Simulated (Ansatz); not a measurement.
A relaxation of cell and atoms of rocksalt BN with the plane-wave code Ansatz, at the level r2SCAN. The starting cell comes from a relaxation with PBE.

```yaml
crystal:
  lattice:
    - [0.0, 1.7517434717, 1.7517434717]
    - [1.7517434717, 0.0, 1.7517434717]
    - [1.7517434717, 1.7517434717, 0.0]
  atoms:
    - { symbol: B, position: [0.0, 0.0, 0.0] }
    - { symbol: "N", position: [0.5, 0.5, 0.5] }
kpoints:
  mp_grid: { grid: [12, 12, 12] }
hamiltonian:
  xc: r2scan
scf:
  occupations: { method: fermi_dirac, width: 0.02 }
relax:
  f_tol: 0.005
  cell: {}
output:
  write_density: true
  write_potential: true
  elf: true
  volumetric_format: npy
```

Some lines of the output have been replaced by numbered gaps.
```
Pseudopotential: B, paw, valence charge 3, recommended cutoff 500 eV (meta_gga)
Pseudopotential: N, paw, valence charge 5, recommended cutoff 500 eV (meta_gga)
Functional definition: r2SCAN
Crystal: 2 atoms, lattice volume = 10.751 Å³
Basis set: ecut = 500 eV, 283 PW (Γ)
[1]
Symmetry: 48 space group operations
Space group: Fm-3m (ITA 225)
[2]
relax step 1: F+E_penalty+E_count = -540.25062811 eV  P = -3.922 GPa  Ω = 10.751 Å³
--- Relaxed structure (3 steps of the walk, 3 accepted, 1 SCFs on fresh bases) ---
[3]
```

**Question.** Give the withheld lines. They hold the relaxed structure, the count of irreducible k points, the band count.

**Answer.**
```
[1]
Bands: 8, of which v1, the nominal top of the filled ones, is band 4 counted from 1 (3 counted from 0)
[2]
k-points: 72 of 1728
[3]
  F+E_penalty+E_count = -540.25195907 eV
  cell:  # Å, volume = 10.6422 Å³
    - [0.000000, 1.745826, 1.745826]
    - [1.745826, 0.000000, 1.745826]
    - [1.745826, 1.745826, 0.000000]
  atoms:
    - { symbol: B, position: [0.000000, 0.000000, 0.000000] }
    - { symbol: N, position: [0.500000, 0.500000, 0.500000] }
```
Only the leading digits can be foreseen; the rest is this run's record.

Run as `ansatz run input.yaml --threads 2 --pin off --max-ram 2211MiB --backend cpu --events-out ev --progress --plain --runs-dir out`. It took 2.9 s on 2 threads of Arm Neoverse V1, with other jobs on the host, load about 0.5 per core; peak host memory 0.3 GiB.

All values are calculated for a non-magnetic cell, which may be hypothetical.
